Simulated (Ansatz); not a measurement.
**PbTe (WC type): response to moved atoms and strain**

How does PbTe (WC type) push back when it is distorted? Each run changes the relaxed cell in one way. This structure was made by substitution into a known type, so it needn't be the compound's stable form.

Program: Ansatz 0.2.0. Level of theory: DFT r²SCAN, scalar-relativistic, plane waves, PAW. These are calculated values, not measurements.

2 further runs of the same task are left out: 1 that didn't finish, 1 set aside as unsound or not needed. Runs told in other sessions of the task aren't counted.

## (1) Starting point

The structure is hexagonal, space group P-6m2 (No. 187). The conventional cell has a = 4.429 Å, b = 4.429 Å, c = 4.180 Å, α = 90.00°, β = 90.00°, γ = 120.00°. Pb (site symmetry -6m2) has 6 Te at 3.30 Å in its first shell of neighbours. Te (site symmetry -6m2) is surrounded by 6 Pb at 3.30 Å.

As a file:

```cif
data_structure
_symmetry_space_group_name_H-M 'P-6m2'
_symmetry_Int_Tables_number 187
_cell_length_a 4.4293
_cell_length_b 4.4293
_cell_length_c 4.1803
_cell_angle_alpha 90.000
_cell_angle_beta 90.000
_cell_angle_gamma 120.000
_cell_volume 71.02
loop_
_atom_site_label
_atom_site_type_symbol
_atom_site_symmetry_multiplicity
_atom_site_Wyckoff_symbol
_atom_site_fract_x
_atom_site_fract_y
_atom_site_fract_z
_atom_site_occupancy
Pb1 Pb 1 a 0.00000 0.00000 0.00000 1
Te1 Te 1 f 0.66667 0.33333 0.50000 1
```

This cell comes from an earlier session at r²SCAN: 35.512 Å³/atom at -0.04 GPa, on a 10×10×8 mesh.

The changes: atom 1 (Pb) moved 0.05 Å along y; strain e2 = -0.01, atoms carried along; all atoms moved at random (σ = 0.06 Å), cell strained at random (1 %).

## (2) Atom 1 (Pb) moved 0.05 Å along y

The input, input.yaml:

```yaml
crystal:
  lattice:
    - [4.4292515074, 0.0, 0.0]
    - [-2.2146257537, 3.8358443252, 0.0]
    - [0.0, 0.0, 4.1803043545]
  atoms:
    - { symbol: Pb, position: [0.0065174699, 0.0130349398, 0.0] }
    - { symbol: Te, position: [0.6666666667, 0.3333333333, 0.5] }
basis:
  ecutwfc: 500
  ecutrho_ratio: 4
kpoints:
  mp_grid: { grid: [10, 10, 8] }
hamiltonian:
  xc: r2scan
scf:
  occupations: { method: gaussian, width: 0.05 }
output:
  forces: true
  stress: true
  eigenvalues: true
  write_density: true
  write_potential: true
  elf: true
  volumetric_format: npy
```

Run with:

```
$ ansatz run input.yaml --threads 2 --pin off --max-ram 2662MiB --backend cpu --events-out ev --progress --plain --runs-dir out
```

Log:

```text
Warning: RAYON_NUM_THREADS=2 ignored (pool sized by the plan → 2); use --threads N
Engine: ansatz 0.2.0, x86_64-unknown-linux-gnu
Pseudopotentials: kind: paw
Pseudopotential: Pb, paw, valence charge 14, recommended cutoff 500 eV (meta_gga), Pb.paw.azcp
Pseudopotential: Te, paw, valence charge 16, recommended cutoff 500 eV (meta_gga), Te.paw.azcp
Functional definition: r2SCAN
  parameter k0 = 0.174
  parameter k1 = 0.065
  parameter a1 = 4.9479
  exchange = r2scan_x(k0 = k0, k1 = k1, a1 = a1)
  correlation = r2scan_c
Crystal: 2 atoms, lattice volume = 71.023 Å³
Basis set: ecut = 500 eV, 1755 PW (Γ), exchange–correlation on 144×144×128 points (64 copies of the dense FFT grid, shifted against one another)
Bands: 19, of which v1, the nominal top of the filled ones, is band 15 counted from 1 (14 counted from 0)
Symmetry: 4 space group operations
Space group: Amm2 (ITA 38), of the structure as read, at distance tolerance 4.1e-5 Å
k-points: 155 of 800 (time reversal used)
Non-local potential: Pb, projectors of the file, l = 0: 2, l = 1: 2, l = 2: 2, l = 3: 2
Non-local potential: Te, projectors of the file, l = 0: 2, l = 1: 2, l = 2: 2, l = 3: 2
PAW form: soft (Blöchl's): semilocal exchange-correlation on the pseudo side does not see the compensation charge
PAW frozen core: Pb, regenerated for the run's functional (the file was generated under x = pbe(κ = 0.804, μ = 0.2195149727645171), c = pbe(β = 0.06672455060314922))
PAW frozen core: Te, regenerated for the run's functional (the file was generated under x = pbe(κ = 0.804, μ = 0.2195149727645171), c = pbe(β = 0.06672455060314922))
PAW one-centre angular grid: Pb, 590 points (default); XC on 160 Gauss nodes
PAW one-centre angular grid: Te, 590 points (default); XC on 160 Gauss nodes
Initial density: superposition of atomic densities (neutral atoms: chi_scale 0, normalization atom), corrected by the library's trained network
Initial wavefunctions: pseudopotential atomic-orbital guess
Functional: x = r2scan, c = r2scan; τ floored in thin density (d = 2e-4 eV/Å³)
SCF iter   1: F=—  HF=-18916.405180 eV  |F-HF|=—  |Δ(HF+E_count)|=         —  Δρ=5.09e-3  dr2=1.89e-2  dr2_τ=1.31e-3  ethr=1.77e-3  ⟨swp⟩=6.5  Hψ=15613  notcnv=0
preconditioner: auto → Resta (q_TF=auto, 2.363 Å⁻¹)  ε∞=2.7  [insulator: Δε(μ)=0.092 eV  Ē_g=15.336 eV  σ=0.050 eV  W_gap=0.53  n_scr=20 (ndim 8)  ℏωp=19.7 eV  f_vac=0.033  D(μ)=0.11/eV (n_scr^D=0)  ε∞_Penn≈2.7]
SCF iter   2: F=—  HF=-18916.407934 eV  |F-HF|=—  |Δ(HF+E_count)|=   2.75e-3  Δρ=2.12e-3  dr2=3.77e-3  dr2_τ=1.07e-4  ethr=6.29e-5  ⟨swp⟩=2.0  Hψ=6353  notcnv=0
SCF iter   3: F=—  HF=-18916.408038 eV  |F-HF|=—  |Δ(HF+E_count)|=   1.04e-4  Δρ=5.15e-4  dr2=1.78e-4  dr2_τ=8.30e-6  ethr=1.26e-5  ⟨swp⟩=2.9  Hψ=5270  notcnv=0
SCF iter   4: F=—  HF=-18916.408135 eV  |F-HF|=—  |Δ(HF+E_count)|=   9.75e-5  Δρ=1.56e-4  dr2=1.65e-5  dr2_τ=2.24e-7  ethr=5.94e-7  ⟨swp⟩=2.0  Hψ=3720  notcnv=0
SCF iter   5: F=—  HF=-18916.408146 eV  |F-HF|=—  |Δ(HF+E_count)|=   1.04e-5  Δρ=4.14e-5  dr2=2.39e-6  dr2_τ=4.68e-8  ethr=5.49e-8  ⟨swp⟩=3.0  Hψ=5404  notcnv=0
SCF iter   6: F=-18916.408146 eV  HF=-18916.408146 eV  |F-HF|=7.54e-8  |Δ(HF+E_count)|=   1.48e-8  Δρ=1.25e-5  dr2=9.79e-8  dr2_τ=2.53e-9  ethr=3.33e-10  ⟨swp⟩=9.2  Hψ=24653  notcnv=0
SCF 1 converged in 6 iterations: F = -18916.408146 eV  dr2 = 9.79e-8
SCF converged after 6 iterations
Free energy (F): -18916.408146 eV
Harris-Foulkes:  -18916.408146 eV  (|F-HF|=7.54e-8)
Internal energy: -18916.407818 eV  (E = F + TS)
E sigma→0 (E₀):  -18916.407982 eV
Entropy (-TS):   -0.000328 eV (-0.164 meV/atom)
Fermi energy:    7.928639 eV
--- Per-component energies (eV) ---
  E_band       = -355.156668
  E_kinetic    = 466.635823
  E_local      = -2484.640837  (includes V_loc(G=0)·N_el)
  E_nonlocal   = 40.384154
  E_hartree    = 1296.717748
  E_xc         = -323.512080
  E_vxc        = -256.596610  (∫ρ·V_xc dr)
  E_paw        = -15118.321931  (= ΣΔE_a)
  E_vpaw       = -731.730067  (= ΣTr[D̂ρ^β])
  E_aug_tail   = -0.000018  (compensation charges beyond the density's cutoff)
  E_vtau       = 17.349174  (kinetic-family band-sum trace: ∫τ·v_τ [+ j·A + Jᵃ·Aᵃ] dr)
  E_ewald      = -2794.921033
  E_core_change = 1.250358  (= ΣΔE_core)
  E_smearing   = -0.000328  (= −TS)
  E_closure    = -0.000000  (closes the sum)
  Σ components = -18916.408146   (vs F -18916.408146, Δ=0.00e0)
--- Forces (eV/Å), atoms counted from 1 ---
  atom   1  Pb    -0.00000000    -0.09002009     0.00000000
  atom   2  Te     0.00000000     0.08999409     0.00000000
  max |Σ_I F_I| component: 2.60e-5 eV/Å
--- Stress (GPa, compression-positive) ---
        0.045094       0.000000       0.000000
        0.000000      -0.085058       0.000000
        0.000000       0.000000      -0.016920
  P = ⅓ Tr σ = -0.0190 GPa (-0.190 kbar)
--- Band table (eV; the first three rows and the last of 155) ---
  k-point 0: bands = ["-28.9280", "-28.9260", "-28.9219", "-28.9153", "-28.9145", "-9.6215", "-9.6207", "-9.5988", "-9.5656", "-9.5601", "-4.2917", "1.7348", "6.0180", "6.7204", "6.8874", "10.7712", "11.0274", "12.6692", "14.0444"]
  k-point 1: bands = ["-28.9281", "-28.9256", "-28.9220", "-28.9153", "-28.9145", "-9.6205", "-9.6200", "-9.5922", "-9.5682", "-9.5629", "-4.1715", "1.3175", "6.2503", "6.8255", "6.9816", "10.7960", "11.0242", "12.8105", "13.6650"]
  k-point 2: bands = ["-28.9283", "-28.9248", "-28.9222", "-28.9153", "-28.9144", "-9.6183", "-9.6183", "-9.5760", "-9.5745", "-9.5698", "-3.8245", "0.3761", "6.8004", "7.1100", "7.2335", "10.8224", "10.9575", "11.6112", "14.7956"]
  k-point 154: bands = ["-28.9290", "-28.9229", "-28.9227", "-28.9150", "-28.9136", "-9.6163", "-9.6153", "-9.5965", "-9.5931", "-9.5354", "-2.3004", "-0.0097", "4.3238", "4.3619", "6.4520", "8.1733", "12.1524", "12.9072", "15.6870"]
```

Wall time 14 s (2 threads of Intel Xeon 6975P-C (Granite Rapids), shared host); peak memory 0.71 GiB.

In short: volume 35.512 Å³/atom, pressure -0.02 GPa, a metal on this mesh.

Forces on the atoms, as numbers:

```tsv
atom	x (eV/Å)	y (eV/Å)	z (eV/Å)
Pb1	0.000	-0.090	0.000
Te2	0.000	0.090	0.000
```

Axes a, b and c in the maps are those of this run's conventional cell (a, b, c = 4.180, 4.429, 7.672 Å).

Density in a lattice plane of the grid's cell (edges 4.18 and 7.67 Å, at 0.000 of the third edge), which holds Pb and Te.

Values in e/Å³, 12 rows by 6 columns:
```
 2.48  0.76  0.12  0.07  0.12  0.76
 0.20  0.17  0.22  0.31  0.22  0.17
 0.06  0.17  0.71  3.13  0.71  0.17
 0.06  0.21  2.44 16.16  2.44  0.21
 0.05  0.16  0.73  3.45  0.73  0.16
 0.04  0.07  0.17  0.27  0.17  0.07
 0.02  0.02  0.04  0.05  0.04  0.02
 0.01  0.01  0.02  0.02  0.02  0.01
 0.03  0.03  0.03  0.03  0.03  0.03
 0.27  0.14  0.06  0.05  0.06  0.14
 3.51  1.00  0.11  0.05  0.11  1.00
10.23  2.41  0.15  0.04  0.15  2.41
```
Columns run along the first of these edges and rows up along the second, over one cell in 6 and 12 even steps from the bottom left corner. Atoms in the plane (fractional): Pb at (0.00, 0.01), Te at (0.50, 0.67).

ELF in the same plane.

Ten even steps from '0' (0.00) to '9' (0.69):
```
02554210124552
56543234323456
44335899985334
22369988899632
12698753578962
02787400047872
02787300037872
02798631368972
01599877789951
01268999998621
00124677764210
00000111110000
00000000000000
00000000000000
10000000000000
43211000001123
65532100012355
55653100013565
01464200024641
00364200024630
```
Columns run along the first of these edges and rows up along the second, over one cell in 14 and 20 even steps from the bottom left corner. Atoms in the plane (fractional): Pb at (0.00, 0.01), Te at (0.50, 0.67).

Both are smooth fields of the valence electrons: close to the nuclei they are not physical.

The highest ELF values outside the cores: 0.70 beside Te, off the lines to its neighbours, 1.3 Å from Te.

## (3) Strain e2 = -0.01, atoms carried along

The input, input.yaml:

```yaml
crystal:
  lattice:
    - [4.4292515074, 0.0, 0.0]
    - [-2.2146257537, 3.7974858819, 0.0]
    - [0.0, 0.0, 4.1803043545]
  atoms:
    - { symbol: Pb, position: [0.0, 0.0, 0.0] }
    - { symbol: Te, position: [0.6666666667, 0.3333333333, 0.5] }
basis:
  ecutwfc: 500
  ecutrho_ratio: 4
kpoints:
  mp_grid: { grid: [10, 10, 8] }
hamiltonian:
  xc: r2scan
scf:
  occupations: { method: gaussian, width: 0.05 }
output:
  forces: true
  stress: true
  eigenvalues: true
```

Run with:

```
$ ansatz run input.yaml --threads 2 --pin off --max-ram 2662MiB --backend cpu --events-out ev --progress --plain --runs-dir out
```

Log (excerpt; [...] marks lines left out):

```text
Warning: RAYON_NUM_THREADS=2 ignored (pool sized by the plan → 2); use --threads N
[...]
[... 4 set-up lines as earlier in the session ...]
[...]
Crystal: 2 atoms, lattice volume = 70.313 Å³
Basis set: ecut = 500 eV, 1747 PW (Γ), exchange–correlation on 144×144×128 points (64 copies of the dense FFT grid, shifted against one another)
Bands: 19, of which v1, the nominal top of the filled ones, is band 15 counted from 1 (14 counted from 0)
[... 2 set-up lines as earlier in the session ...]
k-points: 155 of 800 (time reversal used)
[...]
SCF iter   1: F=—  HF=-18916.405915 eV  |F-HF|=—  |Δ(HF+E_count)|=         —  Δρ=5.09e-3  dr2=1.83e-2  dr2_τ=1.27e-3  ethr=1.77e-3  ⟨swp⟩=6.5  Hψ=15671  notcnv=0
[...]
SCF iter   7: F=-18916.409574 eV  HF=-18916.409574 eV  |F-HF|=2.49e-9  |Δ(HF+E_count)|=   3.24e-7  Δρ=6.45e-6  dr2=2.48e-8  dr2_τ=5.64e-10  ethr=3.33e-10  ⟨swp⟩=6.3  Hψ=14720  notcnv=0
[...]
SCF converged after 7 iterations
Free energy (F): -18916.409574 eV
[...]
E sigma→0 (E₀):  -18916.409294 eV
Entropy (-TS):   -0.000560 eV (-0.280 meV/atom)
Fermi energy:    8.059327 eV
[...]
--- Forces (eV/Å), atoms counted from 1 ---
  atom   1  Pb     0.00000000     0.00706108     0.00000000
  atom   2  Te     0.00000000    -0.00706252     0.00000000
[...]
--- Stress (GPa, compression-positive) ---
        0.279243       0.000000       0.000000
        0.000000       0.408759       0.000000
        0.000000       0.000000       0.220730
  P = ⅓ Tr σ = 0.3029 GPa (3.029 kbar)
--- Band table (eV; the first three rows and the last of 155) ---
  k-point 0: bands = ["-28.8121", "-28.8115", "-28.8114", "-28.8003", "-28.8003", "-9.4815", "-9.4800", "-9.4604", "-9.4230", "-9.4220", "-4.2161", "1.8992", "6.0882", "6.9305", "6.9633", "11.0259", "11.1021", "12.7839", "14.2376"]
[...]
```

It took 11 s on 2 threads of Intel Xeon 6975P-C (Granite Rapids), shared host; peak memory 0.72 GiB.

This gives: volume 35.156 Å³/atom, pressure 0.30 GPa, metallic.

## (4) All atoms moved at random (σ = 0.06 Å), cell strained at random (1 %)

The input, input.yaml:

```yaml
crystal:
  lattice:
    - [4.4532585067, 0.0287616624, 0.0232731742]
    - [-2.2017209231, 3.8445687267, 0.0088430881]
    - [0.0219650998, 0.0223187565, 4.1799299135]
  atoms:
    - { symbol: Pb, position: [-0.0071840246, 0.0028775107, 0.0034920729] }
    - { symbol: Te, position: [0.6738506913, 0.3304558226, 0.4965079271] }
basis:
  ecutwfc: 500
  ecutrho_ratio: 4
kpoints:
  mp_grid: { grid: [10, 10, 8] }
hamiltonian:
  xc: r2scan
scf:
  occupations: { method: gaussian, width: 0.05 }
output:
  forces: true
  stress: true
  eigenvalues: true
```

Run with:

```
$ ansatz run input.yaml --threads 2 --pin off --max-ram 2662MiB --backend cpu --events-out ev --progress --plain --runs-dir out
```

Log (excerpt; [...] marks lines left out):

```text
Warning: RAYON_NUM_THREADS=2 ignored (pool sized by the plan → 2); use --threads N
[...]
[... 4 set-up lines as earlier in the session ...]
[...]
Crystal: 2 atoms, lattice volume = 71.825 Å³
Basis set: ecut = 500 eV, 1799 PW (Γ), exchange–correlation on 144×144×128 points (64 copies of the dense FFT grid, shifted against one another)
Bands: 19, of which v1, the nominal top of the filled ones, is band 15 counted from 1 (14 counted from 0)
Symmetry: 1 space group operations
Space group: P1 (ITA 1), of the structure as read, at distance tolerance 4.2e-5 Å
k-points: 404 of 800 (time reversal used)
[...]
SCF iter   1: F=—  HF=-18916.400450 eV  |F-HF|=—  |Δ(HF+E_count)|=         —  Δρ=5.07e-3  dr2=1.94e-2  dr2_τ=1.37e-3  ethr=1.77e-3  ⟨swp⟩=6.5  Hψ=40698  notcnv=0
[...]
SCF iter   7: F=-18916.402799 eV  HF=-18916.402799 eV  |F-HF|=3.59e-9  |Δ(HF+E_count)|=   6.83e-8  Δρ=4.12e-6  dr2=1.02e-8  dr2_τ=3.50e-10  ethr=3.33e-10  ⟨swp⟩=6.2  Hψ=36044  notcnv=0
[...]
SCF converged after 7 iterations
Free energy (F): -18916.402799 eV
[...]
E sigma→0 (E₀):  -18916.402665 eV
Entropy (-TS):   -0.000268 eV (-0.134 meV/atom)
Fermi energy:    7.806152 eV
[...]
--- Forces (eV/Å), atoms counted from 1 ---
  atom   1  Pb     0.13962523    -0.03679968     0.03167244
  atom   2  Te    -0.13962130     0.03679778    -0.03167650
[...]
--- Stress (GPa, compression-positive) ---
       -0.358818      -0.146014      -0.205548
       -0.146014      -0.381981      -0.094220
       -0.205548      -0.094220      -0.197045
  P = ⅓ Tr σ = -0.3126 GPa (-3.126 kbar)
--- Band table (eV; the first three rows and the last of 404) ---
  k-point 0: bands = ["-29.0631", "-29.0602", "-29.0528", "-29.0494", "-29.0473", "-9.7752", "-9.7711", "-9.7479", "-9.7203", "-9.7098", "-4.3836", "1.5569", "5.9332", "6.5352", "6.7569", "10.4672", "10.9581", "12.5416", "13.8367"]
[...]
```

Run time: 28 s. Hardware: 2 threads of Intel Xeon 6975P-C (Granite Rapids), shared host; peak memory 1.1 GiB.

Read off: volume 35.912 Å³/atom, pressure -0.31 GPa, no gap.

Forces on the atoms, as numbers:

```tsv
atom	x (eV/Å)	y (eV/Å)	z (eV/Å)
Pb1	0.140	-0.037	0.032
Te2	-0.140	0.037	-0.032
```

## (5) Results

| change | change of free energy (meV/atom) | largest force (eV/Å) | largest change of stress (GPa) |
| --- | --- | --- | --- |
| atom 1 (Pb) moved 0.05 Å along y | 1.13 | 0.090 | 0.08 |
| strain e2 = -0.01, atoms carried along | 0.41 | 0.007 | 0.44 |
| all atoms moved at random (σ = 0.06 Å), cell strained at random (1 %) | 3.80 | 0.148 | 0.35 |

Moving atom 1 by 0.05 Å meets a restoring force of 0.090 eV/Å along the move, a force constant of about 1.8 eV/Å². The strain e2 = -0.01 changes that stress component by +0.44 GPa (compression positive), a ratio of 44 GPa; that is a secant over a finite strain with the atoms carried along, not the elastic constant. No change lowers the energy by more than 0.5 meV/atom; other distortions weren't tried. Spin–orbit coupling is left out, though the cell holds Pb; in elements this heavy it can shift levels and gaps by tenths of an eV.
